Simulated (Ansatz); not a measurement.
# Ga (sc type): how the settings move a single-point run

Question: which choices in the input matter for Ga (sc type)?

Computed with Ansatz 0.2.0 (reference: DFT, PBE, PAW with Ansatz's default frozen-core files, scalar-relativistic, unless a step's input says otherwise).

## (1) Starting point

It takes space group Pm-3m (No. 221, cubic). Conventional cell: a = 2.606 Å, b = 2.606 Å, c = 2.606 Å, α = 90.00°, β = 90.00°, γ = 90.00°. Ga (site symmetry m-3m) has 6 Ga at 2.61 Å as nearest neighbours.

As a file:

```
CELL_PARAMETERS angstrom
2.60611 0.00000 0.00000
0.00000 2.60611 0.00000
0.00000 0.00000 2.60611
ATOMIC_POSITIONS crystal
Ga 0.00000 0.00000 0.00000
```

## (2) The reference run

Input file input.yaml:

```yaml
crystal:
  lattice:
    - [2.6061109105, 0.0, 0.0]
    - [0.0, 2.6061109105, 0.0]
    - [0.0, 0.0, 2.6061109105]
  atoms:
    - { symbol: Ga, position: [0.0, 0.0, 0.0] }
kpoints:
  mp_grid: { grid: [14, 14, 14] }
scf:
  occupations: { method: fermi_dirac, width: 0.05 }
hamiltonian:
  xc: pbe
  pseudopotentials: { kind: paw }
output:
  forces: true
  stress: true
  eigenvalues: true
  populations: true
  write_density: true
  write_potential: true
  elf: true
  volumetric_format: npy
```

Run with:

```sh
ansatz run input.yaml --threads 1 --pin off --max-ram 2048MiB --backend cpu --events-out ev --progress --plain --runs-dir out
```

## (3) Variant: scf.algorithm density_mixing, ecutrho_ratio 8

Changes to input.yaml since step 2:

```diff
@@ -11,2 +11,3 @@
   occupations: { method: fermi_dirac, width: 0.05 }
+  algorithm: density_mixing
 hamiltonian:
@@ -23 +24,3 @@
   volumetric_format: npy
+basis:
+  ecutrho_ratio: 8
```

## (4) Changed: pseudopotentials.kind nc

Changes to input.yaml since step 2:

```diff
@@ -13,3 +13,3 @@
   xc: pbe
-  pseudopotentials: { kind: paw }
+  pseudopotentials: { kind: nc }
 output:
@@ -19,5 +19 @@
   populations: true
-  write_density: true
-  write_potential: true
-  elf: true
-  volumetric_format: npy
```

Before running it: what results should come out? Wanted: for each run, ending; energy change; pressure; gap; force.

**Answer**, as computed:

| run | ending | energy change | pressure (GPa) | gap (eV) | force (eV/Å) | cycles | time |
| --- | --- | --- | --- | --- | --- | --- | --- |
| reference | converged | 0 | 7.9 | 0.00 | 0.00 | 6 | 2.9 s |
| 1: scf.algorithm density_mixing, ecutrho_ratio 8 | converged | 0.0 meV/atom | 7.9 | 0.00 | 0.00 | 6 | 1.9 s |
| 2: pseudopotentials.kind nc | converged | not comparable | 8.0 | 0.00 | 0.00 | 6 | 4.9 s |

Times don't compare one to one where runs were asked for different outputs or read a saved state (see the inputs); cycles may leave out searches for a lower state.

Residual by cycle in the longest SCF loop of each run; runs are numbered as in the table. The quantity is the density residual dr2, in eV.

```
cycle  reference   run 1    run 2
    1     1.1e-4  1.1e-4    0.109
    2     2.3e-5  2.3e-5   0.0304
    3     7.0e-6  7.0e-6   2.8e-4
    4     9.6e-7  9.6e-7   3.9e-6
    5     1.7e-7  1.7e-7   1.3e-7
    6     2.2e-8  2.2e-8  9.8e-10
```

«scf.algorithm density_mixing, ecutrho_ratio 8» leaves the energy as it was. The pressure spans 7.9 to 8.0 GPa over the reference and the converged variants.
